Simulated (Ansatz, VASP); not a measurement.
**One calculation of Rh, two programs**

```xyz
2
Lattice="2.7536 0.0000 0.0000 -1.3768 2.3846 0.0000 0.0000 0.0000 4.4651" Properties=species:S:1:pos:R:3 pbc="T T T"
Rh    1.3768    0.7949    3.3488
Rh    0.0000    1.5898    1.1163
```

This isn't the form of Rh at room conditions, which is fcc.

Alike in both runs: task single point; functional LDA; k mesh 12 × 12 × 7; no spin polarisation.

|  | VASP | Ansatz |
| --- | --- | --- |
| version | VASP 6.6.1 | Ansatz 0.2.0 |
| potentials or method | VASP PAW LDA potentials, release 64 (Rh_pv) | plane waves, PAW |
| plane-wave cutoff (eV) | 520 | 490 |
| occupations | fermi-dirac, width 0.1 eV | fermi-dirac |
| valence electrons in the cell | 30 | 34 |

VASP gave:

* pressure (GPa): -23.2
* largest component of the traceless stress (GPa): 1.06

Question: What did Ansatz give for the same quantities?

Answer: Pressure (GPa): -23.8; largest component of the traceless stress (GPa): 1.07.

The two sets of potentials don't hold the same shells in valence.

Caveats: so large a pressure means that the cell lies far from this level's equilibrium, or that cutoff or potentials fall short (VASP).
